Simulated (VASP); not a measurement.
# CdO in VASP: relaxation of the atoms with PBEsol

Aim: the relaxation of the atoms of CdO with PBEsol.

All numbers are computed with VASP 6.6.1; they aren't measurements. Logs are shortened: lines on timing, memory, paths and dates and some standing lists are left out, and cuts for length are marked.

## Step 1: The structure

The cell holds a slab with vacuum, 12 atoms: a = 3.323 Å, b = 3.323 Å, c = 27.747 Å, α = 90.00°, β = 90.00°, γ = 90.00°.

## Step 2: Relaxation of the atoms, PBEsol

Contents of INCAR:

```
SYSTEM = CdO
PREC     = Accurate       ! precision mode
ENCUT    = 520            ! plane-wave cutoff, eV
EDIFF    = 1E-7           ! SCF threshold, eV
ISMEAR   = 1              ! smearing method
SIGMA    = 0.1            ! smearing width, eV
LREAL    = .False.        ! projectors in reciprocal space
LASPH    = .True.         ! aspherical terms in the spheres
NELM     = 80             ! most SCF steps
ALGO     = Normal         ! electronic algorithm
ISIF     = 2              ! what is computed and relaxed
LWAVE    = .False.        ! write WAVECAR
LCHARG   = .False.        ! write CHGCAR
LDIPOL   = .True.       
IDIPOL   = 3            
DIPOL    = 0.5 0.5 0.500
GGA      = PS             ! functional
IBRION   = 2              ! ionic algorithm
NSW      = 100            ! ionic steps
EDIFFG   = -0.015         ! ionic threshold
KPAR     = 8
```

Contents of KPOINTS:

```
regular mesh
0
Gamma
  10 10 1
  0 0 0
```

Contents of POSCAR:

```
CdO
1.0
    3.3226947650      0.0000000000      0.0000000000
    0.0000000000      3.3226947650      0.0000000000
    0.0000000000      0.0000000000     27.7475000000
Cd O
6 6
Direct
    0.5000000000      0.5000000000      0.2883142625
    1.0000000000      0.0000000000      0.3729885575
    0.5000000000      0.5000000000      0.4576628525
    1.0000000000      0.0000000000      0.5423371475
    0.5000000000      0.5000000000      0.6270114425
    1.0000000000      0.0000000000      0.7116857375
    1.0000000000      1.0000000000      0.2883142625
    0.5000000000      0.5000000000      0.3729885575
    1.0000000000      1.0000000000      0.4576628525
    0.5000000000      0.5000000000      0.5423371475
    1.0000000000      0.0000000000      0.6270114425
    0.5000000000      0.5000000000      0.7116857375
```

Potentials or basis: VASP PAW PBE potentials, release 64 (Cd, O).

Started as:

```console
$ cat potpaw_PBE.64/Cd/POTCAR potpaw_PBE.64/O/POTCAR > POTCAR
$ mpirun -np 8 vasp_std > vasp.out
```

OUTCAR:

```text
SYSTEM = CdO
   PREC = Accurate
   ENCUT = 520
   EDIFF = 1E-7
   ISMEAR = 1
   LREAL = .False.
   LASPH = .True.
   NELM = 80
   ISIF = 2
   GGA = PS
   IBRION = 2
   NSW = 100
   EDIFFG = -0.015

 ion  position               nearest neighbor table
   1  0.500  0.500  0.288-   7 2.35   7 2.35   7 2.35   7 2.35   8 2.35   2 3.32   2 3.32   2 3.32
                             2 3.32
   2  0.000  0.000  0.373-   8 2.35   8 2.35   8 2.35   8 2.35   9 2.35   7 2.35   3 3.32   3 3.32
                             1 3.32   3 3.32   1 3.32   1 3.32   3 3.32   1 3.32
   3  0.500  0.500  0.458-   9 2.35   9 2.35   9 2.35   9 2.35  10 2.35   8 2.35   4 3.32   4 3.32
                             2 3.32   4 3.32   2 3.32   2 3.32   4 3.32   2 3.32
   4  0.000  0.000  0.542-  10 2.35  10 2.35  10 2.35  10 2.35  11 2.35   9 2.35   5 3.32   5 3.32
                             3 3.32   5 3.32   3 3.32   3 3.32   5 3.32   3 3.32
   5  0.500  0.500  0.627-  11 2.35  11 2.35  11 2.35  11 2.35  12 2.35  10 2.35   6 3.32   6 3.32
                             4 3.32   6 3.32   4 3.32   4 3.32   6 3.32   4 3.32
   6  0.000  0.000  0.712-  12 2.35  12 2.35  12 2.35  12 2.35  11 2.35   5 3.32   5 3.32   5 3.32
                             5 3.32
   7  0.000  0.000  0.288-   1 2.35   1 2.35   1 2.35   1 2.35   2 2.35
   8  0.500  0.500  0.373-   2 2.35   2 2.35   2 2.35   2 2.35   3 2.35   1 2.35
   9  0.000  0.000  0.458-   3 2.35   3 2.35   3 2.35   3 2.35   4 2.35   2 2.35
  10  0.500  0.500  0.542-   4 2.35   4 2.35   4 2.35   4 2.35   5 2.35   3 2.35
  11  0.000  0.000  0.627-   5 2.35   5 2.35   5 2.35   5 2.35   6 2.35   4 2.35
  12  0.500  0.500  0.712-   6 2.35   6 2.35   6 2.35   6 2.35   5 2.35

  LATTYP: Found a simple tetragonal cell.
 ALAT       =     3.3226947650
 C/A-ratio  =     8.3509024940

  Lattice vectors:

 A1 = (   3.3226947650,   0.0000000000,   0.0000000000)
 A2 = (   0.0000000000,   3.3226947650,   0.0000000000)
 A3 = (   0.0000000000,   0.0000000000,  27.7475000000)

Analysis of symmetry for initial positions (statically):
=====================================================================
 Subroutine PRICEL returns:
 Original cell was already a primitive cell.

 Routine SETGRP: Setting up the symmetry group for a
 simple tetragonal supercell.

 Subroutine GETGRP returns: Found 16 space group operations
 (whereof  8 operations were pure point group operations)
 out of a pool of 16 trial point group operations.

The static configuration has the point symmetry C_4v.
 The point group associated with its full space group is D_4h.

Analysis of symmetry for dynamics (positions and initial velocities):
=====================================================================
 Subroutine PRICEL returns:
 Original cell was already a primitive cell.

 Routine SETGRP: Setting up the symmetry group for a
 simple tetragonal supercell.

 Subroutine GETGRP returns: Found 16 space group operations
 (whereof  8 operations were pure point group operations)
 out of a pool of 16 trial point group operations.

The dynamic configuration has the point symmetry C_4v.
 The point group associated with its full space group is D_4h.

 Subroutine INISYM returns: Found 16 space group operations
 (whereof  8 operations are pure point group operations),
 and found     1 'primitive' translations

----------------------------------------------------------------------------------------

                                     Primitive cell

  volume of cell :     306.3407

  direct lattice vectors                    reciprocal lattice vectors
     3.322694765  0.000000000  0.000000000     0.300960537  0.000000000  0.000000000
     0.000000000  3.322694765  0.000000000     0.000000000  0.300960537  0.000000000
     0.000000000  0.000000000 27.747500000     0.000000000  0.000000000  0.036039283

  length of vectors
     3.322694765  3.322694765 27.747500000     0.300960537  0.300960537  0.036039283

  position of ions in fractional coordinates (direct lattice)
     0.500000000  0.500000000  0.288314263
     0.000000000  0.000000000  0.372988558
     0.500000000  0.500000000  0.457662853
[... 74 lines left out ...]
   k-points           NKPTS =     21   k-points in BZ     NKDIM =     21   number of bands    NBANDS=     64
   number of dos      NEDOS =    301   number of ions     NIONS =     12
   total plane-waves  NPLWV = 164640
   dimension x,y,z NGX =    28 NGY =   28 NGZ =  210
   dimension x,y,z NGXF=    56 NGYF=   56 NGZF=  420
   ions per type =               6   6
   NGX,Y,Z   is equivalent  to a cutoff of  14.01, 14.01, 12.58 a.u.
   NGXF,Y,Z  is equivalent  to a cutoff of  28.02, 28.02, 25.16 a.u.
 SYSTEM =  CdO
   PREC   = accura    normal or accurate (medium, high low for compatibility)
   ISTART =      0    job   : 0-new  1-cont  2-samecut
   ICHARG =      2    charge: 1-file 2-atom 10-const
   ISPIN  =      1    spin polarized calculation?
   LNONCOLLINEAR =      F non collinear calculations
   LSORBIT =      F    spin-orbit coupling
   LASPH  =      T    aspherical Exc in radial PAW
   ENCUT  =  520.0 eV  38.22 Ry    6.18 a.u.   6.18  6.18 51.59*2*pi/ulx,y,z
   NELM   =     80;   NELMIN=  2; NELMDL= -5     # of ELM steps
   EDIFF  = 0.1E-06   stopping-criterion for ELM
   LREAL  =      F    real-space projection
   EDIFFG = -.1E-01   stopping-criterion for IOM
   NSW    =    100    number of steps for IOM
   IBRION =      2    ionic relax: 0-MD 1-quasi-New 2-CG
   NFREE  =      1    steps in history (QN), initial steepest desc. (CG)
   ISIF   =      2    stress and relaxation
   ISYM   =      2    0-nonsym 1-usesym 2-fastsym
   POTIM  = 0.5000    time-step for ionic-motion
   TEBEG  =    0.0;   TEEND  =   0.0 temperature during run
   PSTRESS=    0.0 pullay stress
   NELECT =     108.0000    total number of electrons
   NUPDOWN=      -1.0000    fix difference up-down
   EMIN   =  10.00;   EMAX   =-10.00  energy-range for DOS
   EFERMI =   0.00;   METHOD = LEGACY
   ISMEAR =     1;   SIGMA  =   0.10  broadening in eV -4-tet -1-fermi 0-gaus
   EFERMI_NEDOS =   21; number of points for ismear=-14 and -15
   IALGO  =     38    algorithm
   IMIX   =      4    mixing-type and parameters
     AMIX     =   0.40;   BMIX     =  1.00
     AMIX_MAG =   1.60;   BMIX_MAG =  1.00
  volume/ion in A,a.u.               =      25.53       172.27
  Fermi-wavevector in a.u.,A,eV,Ry     =   1.156506  2.185479 18.197871  1.337506
  Thomas-Fermi vector in A             =   2.293125
   LORBIT       =      0    0 simple, 1 ext, 2 COOP (PROOUT), +10 PAW based schemes
   GGA     = PS    functional components
   LHFCALC =     F    Hartree Fock is set to
   AEXX    =    0.0000 exact exchange contribution
   IVDW    =     0    specifies the selected vdW correction
   LEPSILON=     F    determine dielectric tensor
   LRPA    =     F    only Hartree local field effects (RPA)
 conjugate gradient relaxation of ions
 non-spin polarized calculation
 Methfessel and Paxton  Order N= 1 SIGMA  =   0.10
  energy-cutoff  :      520.00
  volume of cell :      306.34
 maximum number of plane-waves:      8304
 NGX is ok and might be reduce to    28
   NGX = 13   NGY = 13   NGZ =103

--------------------------------------- Ionic step        1  -------------------------------------------

 number of electron     108.0000038 magnetization

 Free energy of the ion-electron system (eV)
  ---------------------------------------------------
  ext. energy  EPLUGINS =         0.00000000
  ---------------------------------------------------
  free energy    TOTEN  =       -50.09292157 eV

  energy without entropy =      -50.09466977  energy(sigma->0) =      -50.09350431

------------------------ aborting loop because EDIFF is reached ----------------------------------------

  FORCE on cell =-STRESS in cart. coord.  units (eV):
  Direction    XX          YY          ZZ          XY          YZ          ZX
  --------------------------------------------------------------------------------------
  -------------------------------------------------------------------------------------
  Total       -3.6339628     -3.6339628      0.3045437      0.0000000      0.0000000      0.0000000
  in kB      -19.0058067    -19.0058067      1.5927789      0.0000000      0.0000000      0.0000000
  external PRESSURE =     -12.1396115 kB  Pullay stress =       0.0000000 kB
[... 119 lines left out ...]
  FREE ENERGIE OF THE ION-ELECTRON SYSTEM (eV)
  ---------------------------------------------------
  free  energy   TOTEN  =       -50.0954853196 eV

  energy  without entropy=      -50.0970882362  energy(sigma->0) =      -50.09601963

[... ionic steps 4 to 7 ...]

--------------------------------------- Ionic step        8  -------------------------------------------

 number of electron     108.0000030 magnetization

------------------------ aborting loop because EDIFF is reached ----------------------------------------
[... 81 lines left out ...]
  FREE ENERGIE OF THE ION-ELECTRON SYSTEM (eV)
  ---------------------------------------------------
  free  energy   TOTEN  =       -50.0962132994 eV

  energy  without entropy=      -50.0976349895  energy(sigma->0) =      -50.09668720

 dipolmoment           0.000000      0.000000     -0.000000 electrons x Angstroem

--------------------------------------- Ionic step       10  -------------------------------------------

 number of electron     108.0000043 magnetization

 dipolmoment           0.000000      0.000000      0.000000 electrons x Angstroem

 Free energy of the ion-electron system (eV)
  ---------------------------------------------------
  ext. energy  EPLUGINS =         0.00000000
  ---------------------------------------------------
  free energy    TOTEN  =       -50.09633979 eV

  energy without entropy =      -50.09769643  energy(sigma->0) =      -50.09679200

 E-fermi :  -1.4525     XC(G=0):  -6.5954

 val. band max:       -1.4732536081   @ k =   0.5000   0.0000   0.0000
 cond. band min:      -1.0945660415   @ k =   0.1000   0.0000   0.0000
 fundamental gap:      0.3786875666
 Fermi energy:        -1.4524844496

 k-point     1 :       0.0000    0.0000    0.0000
  band No.  band energies     occupation
      1     -18.7097      2.00000
      2     -18.5594      2.00000
      3     -18.3524      2.00000
      4     -18.1797      2.00000
      5     -18.0671      2.00000
      6     -18.0619      2.00000
[... 1396 lines left out ...]
     63       7.0012      0.00000
     64       7.0012      0.00000

------------------------ aborting loop because EDIFF is reached ----------------------------------------

 vacuum level on the upper side and lower side of the slab       (xc-potential included)        -0.164        -0.164

  FORCE on cell =-STRESS in cart. coord.  units (eV):
  Direction    XX          YY          ZZ          XY          YZ          ZX
  --------------------------------------------------------------------------------------
  -------------------------------------------------------------------------------------
  Total       -3.8198531     -3.8198531     -0.1368454      0.0000000      0.0000000     -0.0000000
  in kB      -19.9780219    -19.9780219     -0.7157082      0.0000000      0.0000000     -0.0000000
  external PRESSURE =     -13.5572507 kB  Pullay stress =       0.0000000 kB
[... 27 lines left out ...]
  FREE ENERGIE OF THE ION-ELECTRON SYSTEM (eV)
  ---------------------------------------------------
  free  energy   TOTEN  =       -50.0963397878 eV

  energy  without entropy=      -50.0976964308  energy(sigma->0) =      -50.09679200

 reached required accuracy - stopping structural energy minimisation

 vacuum level on the upper side and lower side of the slab         3.326         3.326
```

It took 10 min on 8 MPI ranks of Intel Xeon Platinum 8488C (Sapphire Rapids), shared host; peak memory 0.64 GiB.

Results:

* Free energy: -50.0963 eV
* Energy gained by relaxing: 0.3 meV/atom
* Ionic steps: 10
* Largest force after relaxing: 0.006 eV/Å
* Band gap on the k mesh: none (metal or under the smearing width)

Forces on the atoms (eV/Å):
```
Cd   0.000  0.000 -0.001
Cd   0.000  0.000 -0.006
Cd   0.000  0.000  0.002
Cd   0.000  0.000 -0.002
Cd   0.000  0.000  0.006
Cd   0.000  0.000  0.001
O    0.000  0.000  0.002
O    0.000  0.000  0.000
O    0.000  0.000  0.000
O    0.000  0.000  0.000
O    0.000  0.000  0.000
O    0.000  0.000 -0.002
```

The path:
| step | energy change (eV) | largest force (eV/Å) | pressure (GPa) |
| --- | --- | --- | --- |
| 1 | 0.0000 | 0.0942 | -1.21 |
| 2 | -0.0016 | 0.0625 | -1.20 |
| 3 | -0.0026 | 0.0228 | -1.19 |
| 4 | -0.0027 | 0.0193 | -1.20 |
| 5 | -0.0029 | 0.0355 | -1.23 |
| 6 | -0.0029 | 0.0239 | -1.22 |
| 7 | -0.0030 | 0.0188 | -1.24 |
| 8 | -0.0032 | 0.0284 | -1.29 |
| 9 | -0.0033 | 0.0196 | -1.31 |
| 10 | -0.0034 | 0.0060 | -1.36 |

Final structure:
```
Cd O
1.0
     3.32269    0.00000    0.00000
     0.00000    3.32269    0.00000
     0.00000    0.00000   27.74750
Cd O
6 6
Direct
  0.50000 0.50000 0.28819
  0.00000 0.00000 0.37231
  0.50000 0.50000 0.45751
  0.00000 0.00000 0.54249
  0.50000 0.50000 0.62769
  0.00000 0.00000 0.71181
  0.00000 0.00000 0.28730
  0.50000 0.50000 0.37262
  0.00000 0.00000 0.45743
  0.50000 0.50000 0.54257
  0.00000 0.00000 0.62738
  0.50000 0.50000 0.71270
```

Caveat: the PAW data sets were made with another functional, which shifts forces and pressure a little.
